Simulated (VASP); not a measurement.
# TiC (Fm-3m) in VASP: notebook

Aim: see how the results for TiC move with the level of theory and the settings. Levels: PBE, r2SCAN. Tasks: relaxation of cell and atoms.

Program: VASP 6.6.1. These are calculated values, not measurements. Logs are shortened: lines on timing, memory, paths and dates and some standing lists are left out, and cuts for length are marked.

**1. The structure**

It takes space group Fm-3m (No. 225, cubic). The conventional cell has a = 4.330 Å, b = 4.330 Å, c = 4.330 Å, α = 90.00°, β = 90.00°, γ = 90.00°. Around Ti (site symmetry m-3m) lie 6 C at 2.17 Å. Around C (site symmetry m-3m) lie 6 Ti at 2.17 Å.

**2. Relaxation of cell and atoms, PBE**

The input, INCAR:

```
ALGO     = Normal         # electronic algorithm
EDIFF    = 1E-7           # SCF threshold, eV
EDIFFG   = -0.005         # ionic threshold
ENCUT    = 300            # plane-wave cutoff, eV
GGA      = PE             # functional
IBRION   = 2              # ionic algorithm
ISIF     = 3              # what is computed and relaxed
ISMEAR   = 1              # smearing method
LASPH    = T              # aspherical terms in the spheres
LCHARG   = F              # write CHGCAR
LREAL    = F              # projectors in reciprocal space
LWAVE    = F              # write WAVECAR
NELM     = 80             # most SCF steps
NSW      = 90             # ionic steps
PREC     = Accurate       # precision mode
SIGMA    = 0.1            # smearing width, eV
```

The input, KPOINTS:

```
k-points
0
Gamma
  7 7 7
```

The input, POSCAR:

```
TiC                                     
1.0
    0.0000000000      2.1652477540      2.1652477540
    2.1652477540      0.0000000000      2.1652477540
    2.1652477540      2.1652477540      0.0000000000
  Ti              C             
     1     1
Direct
     0.0000000000000000    0.0000000000000000    0.0000000000000000
     0.5000000000000000    0.5000000000000000    0.5000000000000000
```

Potentials or basis: VASP PAW PBE potentials, release 64 (Ti_sv, C_s).

Command:

```bash
$ cat potpaw_PBE.64/Ti_sv/POTCAR potpaw_PBE.64/C_s/POTCAR > POTCAR
$ mpirun -np 1 vasp_std > vasp.out
```

OUTCAR:

```text
EDIFF = 1E-7
   EDIFFG = -0.005
   ENCUT = 300
   GGA = PE
   IBRION = 2
   ISIF = 3
   ISMEAR = 1
   LASPH = T
   LREAL = F
   NELM = 80
   NSW = 90
   PREC = Accurate

 ion  position               nearest neighbor table
   1  0.000  0.000  0.000-   2 2.17   2 2.17   2 2.17   2 2.17   2 2.17   2 2.17
   2  0.500  0.500  0.500-   1 2.17   1 2.17   1 2.17   1 2.17   1 2.17   1 2.17

  LATTYP: Found a face centered cubic cell.
 ALAT       =     4.3304955080

  Lattice vectors:

 A1 = (   0.0000000000,   2.1652477540,   2.1652477540)
 A2 = (   2.1652477540,   0.0000000000,   2.1652477540)
 A3 = (   2.1652477540,   2.1652477540,   0.0000000000)

Analysis of symmetry for initial positions (statically):
=====================================================================
 Subroutine PRICEL returns:
 Original cell was already a primitive cell.

 Routine SETGRP: Setting up the symmetry group for a
 face centered cubic supercell.

 Subroutine GETGRP returns: Found 48 space group operations
 (whereof 48 operations were pure point group operations)
 out of a pool of 48 trial point group operations.

The static configuration has the point symmetry O_h .

Analysis of symmetry for dynamics (positions and initial velocities):
=====================================================================
 Subroutine PRICEL returns:
 Original cell was already a primitive cell.

 Routine SETGRP: Setting up the symmetry group for a
 face centered cubic supercell.

 Subroutine GETGRP returns: Found 48 space group operations
 (whereof 48 operations were pure point group operations)
 out of a pool of 48 trial point group operations.

The dynamic configuration has the point symmetry O_h .

 Subroutine INISYM returns: Found 48 space group operations
 (whereof 48 operations are pure point group operations),
 and found     1 'primitive' translations

----------------------------------------------------------------------------------------

                                     Primitive cell

  volume of cell :      20.3027

  direct lattice vectors                    reciprocal lattice vectors
     0.000000000  2.165247754  2.165247754    -0.230920457  0.230920457  0.230920457
     2.165247754  0.000000000  2.165247754     0.230920457 -0.230920457  0.230920457
     2.165247754  2.165247754  0.000000000     0.230920457  0.230920457 -0.230920457

  length of vectors
     3.062122740  3.062122740  3.062122740     0.399965963  0.399965963  0.399965963

  position of ions in fractional coordinates (direct lattice)
     0.000000000  0.000000000  0.000000000
     0.500000000  0.500000000  0.500000000

  ion indices of the primitive-cell ions
   primitive index   ion index
                 1           1
                 2           2

----------------------------------------------------------------------------------------

 KPOINTS: k-points

Automatic generation of k-mesh.
 Grid dimensions read from file:
 generate k-points for:    7    7    7

 Generating k-lattice:

  Cartesian coordinates                     Fractional coordinates (reciprocal lattice)
    -0.032988637  0.032988637  0.032988637     0.142857143  0.000000000  0.000000000
     0.032988637 -0.032988637  0.032988637     0.000000000  0.142857143  0.000000000
     0.032988637  0.032988637 -0.032988637     0.000000000  0.000000000  0.142857143

  Length of vectors
     0.057137995  0.057137995  0.057137995

  Shift w.r.t. Gamma in fractional coordinates (k-lattice)
     0.000000000  0.000000000  0.000000000

 Subroutine IBZKPT returns following result:
 ===========================================

 Found     20 irreducible k-points:

 Following reciprocal coordinates:
            Coordinates               Weight
  0.000000  0.000000  0.000000      1.000000
  0.142857  0.000000  0.000000      8.000000
  0.285714  0.000000  0.000000      8.000000
  0.428571  0.000000  0.000000      8.000000
  0.142857  0.142857  0.000000      6.000000
  0.285714  0.142857  0.000000     24.000000
[... 12 lines left out ...]
 -0.428571  0.428571  0.142857     24.000000
 -0.285714  0.428571  0.142857     24.000000
   k-points           NKPTS =     20   k-points in BZ     NKDIM =     20   number of bands    NBANDS=     12
   number of dos      NEDOS =    301   number of ions     NIONS =      2
   total plane-waves  NPLWV =   5832
   dimension x,y,z NGX =    18 NGY =   18 NGZ =   18
   dimension x,y,z NGXF=    36 NGYF=   36 NGZF=   36
   ions per type =               1   1
   NGX,Y,Z   is equivalent  to a cutoff of   9.77,  9.77,  9.77 a.u.
   NGXF,Y,Z  is equivalent  to a cutoff of  19.54, 19.54, 19.54 a.u.
 SYSTEM =  unknown system
   PREC   = accura    normal or accurate (medium, high low for compatibility)
   ISTART =      0    job   : 0-new  1-cont  2-samecut
   ICHARG =      2    charge: 1-file 2-atom 10-const
   ISPIN  =      1    spin polarized calculation?
   LNONCOLLINEAR =      F non collinear calculations
   LSORBIT =      F    spin-orbit coupling
   LASPH  =      T    aspherical Exc in radial PAW
   ENCUT  =  300.0 eV  22.05 Ry    4.70 a.u.   4.32  4.32  4.32*2*pi/ulx,y,z
   NELM   =     80;   NELMIN=  2; NELMDL= -5     # of ELM steps
   EDIFF  = 0.1E-06   stopping-criterion for ELM
   LREAL  =      F    real-space projection
   EDIFFG = -.5E-02   stopping-criterion for IOM
   NSW    =     90    number of steps for IOM
   IBRION =      2    ionic relax: 0-MD 1-quasi-New 2-CG
   NFREE  =      1    steps in history (QN), initial steepest desc. (CG)
   ISIF   =      3    stress and relaxation
   ISYM   =      2    0-nonsym 1-usesym 2-fastsym
   POTIM  = 0.5000    time-step for ionic-motion
   TEBEG  =    0.0;   TEEND  =   0.0 temperature during run
   PSTRESS=    0.0 pullay stress
   NELECT =      16.0000    total number of electrons
   NUPDOWN=      -1.0000    fix difference up-down
   EMIN   =  10.00;   EMAX   =-10.00  energy-range for DOS
   EFERMI =   0.00;   METHOD = LEGACY
   ISMEAR =     1;   SIGMA  =   0.10  broadening in eV -4-tet -1-fermi 0-gaus
   EFERMI_NEDOS =   21; number of points for ismear=-14 and -15
   IALGO  =     38    algorithm
   IMIX   =      4    mixing-type and parameters
     AMIX     =   0.40;   BMIX     =  1.00
     AMIX_MAG =   1.60;   BMIX_MAG =  1.00
  volume/ion in A,a.u.               =      10.15        68.50
  Fermi-wavevector in a.u.,A,eV,Ry     =   1.512158  2.857565 31.111387  2.286622
  Thomas-Fermi vector in A             =   2.622120
   LORBIT       =      0    0 simple, 1 ext, 2 COOP (PROOUT), +10 PAW based schemes
   GGA     = PE    functional components
   LHFCALC =     F    Hartree Fock is set to
   AEXX    =    0.0000 exact exchange contribution
   IVDW    =     0    specifies the selected vdW correction
   LEPSILON=     F    determine dielectric tensor
   LRPA    =     F    only Hartree local field effects (RPA)
 conjugate gradient relaxation of ions
 non-spin polarized calculation
 Methfessel and Paxton  Order N= 1 SIGMA  =   0.10
  energy-cutoff  :      300.00
  volume of cell :       20.30
 maximum number of plane-waves:       259
 NGX is ok and might be reduce to    18
   NGX =  9   NGY =  9   NGZ =  9

 number of electron      16.0000004 magnetization

 Free energy of the ion-electron system (eV)
  ---------------------------------------------------
  ext. energy  EPLUGINS =         0.00000000
  ---------------------------------------------------
  free energy    TOTEN  =       -18.69251998 eV

  energy without entropy =      -18.69073304  energy(sigma->0) =      -18.69192433

 E-fermi :   9.7522     XC(G=0): -12.6957

 val. band max:        9.7461562344   @ k =   0.1429   0.1429   0.0000
 cond. band min:      10.0092794971   @ k =   0.1429   0.1429   0.0000
 fundamental gap:      0.2631232627
 Fermi energy:         9.7522096188

 k-point     1 :       0.0000    0.0000    0.0000
  band No.  band energies     occupation
      1     -46.7166      2.00000
      2     -22.7672      2.00000
      3     -22.7672      2.00000
      4     -22.7672      2.00000
      5      -2.5093      2.00000
      6      10.5372     -0.00000
      7      10.5372     -0.00000
      8      10.5372     -0.00000
      9      11.5271     -0.00000
     10      11.5271     -0.00000
     11      11.5271     -0.00000
     12      11.5605     -0.00000

 k-point     2 :       0.1429    0.0000    0.0000
  band No.  band energies     occupation
      1     -46.7026      2.00000
      2     -22.8625      2.00000
      3     -22.7759      2.00000
      4     -22.7759      2.00000
      5      -2.0609      2.00000
      6       8.9354      2.00000
      7       9.3356      2.00000
      8       9.3356      2.00000
      9      11.0221     -0.00000
     10      11.0221     -0.00000
     11      12.1852      0.00000
     12      13.9205      0.00000

 k-point     3 :       0.2857    0.0000    0.0000
  band No.  band energies     occupation
      1     -46.6712      2.00000
      2     -23.0748      2.00000
      3     -22.7962      2.00000
      4     -22.7962      2.00000
      5      -0.8604      2.00000
      6       6.5132      2.00000
      7       7.8372      2.00000
      8       7.8372      2.00000
      9      11.8400      0.00000
     10      11.8400      0.00000
     11      12.8719      0.00000
     12      16.2231      0.00000
[... 226 lines left out ...]
 k-point    19 :      -0.4286    0.4286    0.1429
  band No.  band energies     occupation
      1     -46.6213      2.00000
      2     -23.1489      2.00000
      3     -22.9768      2.00000
      4     -22.9231      2.00000
      5       0.0812      2.00000
      6       6.1983      2.00000
      7       7.3237      2.00000
      8       8.0196      2.00000
      9      11.2574     -0.00000
     10      13.2062      0.00000
     11      13.4846      0.00000
     12      14.1164      0.00000

 k-point    20 :      -0.2857    0.4286    0.1429
  band No.  band energies     occupation
      1     -46.6191      2.00000
      2     -23.0878      2.00000
      3     -23.0663      2.00000
      4     -22.9127      2.00000
      5       0.3620      2.00000
      6       6.2893      2.00000
      7       6.6122      2.00000
      8       7.5273      2.00000
      9      12.1804      0.00000
     10      12.7810      0.00000
     11      13.5451      0.00000
     12      15.1423      0.00000

------------------------ aborting loop because EDIFF is reached ----------------------------------------

  FORCE on cell =-STRESS in cart. coord.  units (eV):
  Direction    XX          YY          ZZ          XY          YZ          ZX
  --------------------------------------------------------------------------------------
  -------------------------------------------------------------------------------------
  Total        0.0090647      0.0090647      0.0090647     -0.0000000      0.0000000     -0.0000000
  in kB        0.7153396      0.7153396      0.7153396     -0.0000000      0.0000000     -0.0000000
  external PRESSURE =       0.7153396 kB  Pullay stress =       0.0000000 kB

 VOLUME and BASIS-vectors are now :
 -----------------------------------------------------------------------------
  energy-cutoff  :      300.00
  volume of cell :       20.30
      direct lattice vectors                 reciprocal lattice vectors
     0.000000000  2.165247754  2.165247754    -0.230920457  0.230920457  0.230920457
     2.165247754  0.000000000  2.165247754     0.230920457 -0.230920457  0.230920457
     2.165247754  2.165247754  0.000000000     0.230920457  0.230920457 -0.230920457

 POSITION                                       TOTAL-FORCE (eV/Angst)
 -----------------------------------------------------------------------------------
      0.00000      0.00000      0.00000         0.000000      0.000000     -0.000000
      2.16525      2.16525      2.16525         0.000000      0.000000      0.000000
 -----------------------------------------------------------------------------------
    total drift:                               -0.000000      0.000000      0.000000

  FREE ENERGIE OF THE ION-ELECTRON SYSTEM (eV)
  ---------------------------------------------------
  free  energy   TOTEN  =       -18.6925199756 eV

  energy  without entropy=      -18.6907330445  energy(sigma->0) =      -18.69192433

 reached required accuracy - stopping structural energy minimisation
```

It took 4.3 s on 1 thread of AMD EPYC 7R13 (Zen 3), shared host; peak memory 0.08 GiB.

The run converged, but some of its settings lie outside the range that counts as converged, so its numbers aren't taken as properties of the crystal.

Results:

* Free energy: -18.6925 eV
* Band gap on the k mesh: none (metal or under the smearing width)

Caveat: the cutoff is under 1.25 times the usual one of these potentials, so pressure, stress and relaxed cells hold a basis-set (Pulay) error; the relaxation stopped at its first step, so nothing moved.

(Continued in part 2 of 2.)
